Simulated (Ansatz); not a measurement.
Input of an Ansatz 0.2.0 run:

File input.yaml:

```yaml
crystal:
  lattice:
    - [2.9916, 0.0, 0.0]
    - [0.0, 2.9916, 0.0]
    - [0.0, 0.0, 2.9916]
  atoms:
    - { symbol: Ru, position: [0.5, 0.5, 0.5] }
    - { symbol: Al, position: [0.0, 0.0, 0.0] }
kpoints:
  mp_grid: { grid: [7, 7, 7] }
scf:
  occupations: { method: methfessel_paxton, width: 0.2 }
hamiltonian:
  xc: pbe
  pseudopotentials: { kind: all_electron, lapw: { basis_error: 0.001 } }
magnetization:
  noncollinear: true
  spin_orbit: true
output:
  forces: true
  stress: true
  eigenvalues: true
```

Potentials or basis: all-electron LAPW, relativistic spinors.

Command:

```sh
$ ansatz run input.yaml --threads 1 --pin off --max-ram 3072MiB --backend cpu --events-out ev --progress --plain --runs-dir out
```

Question: Estimate the band gap on the k mesh.

Answer: None (metal or under the smearing width).

Question: Predict the pressure.

Answer: 2.5 GPa.
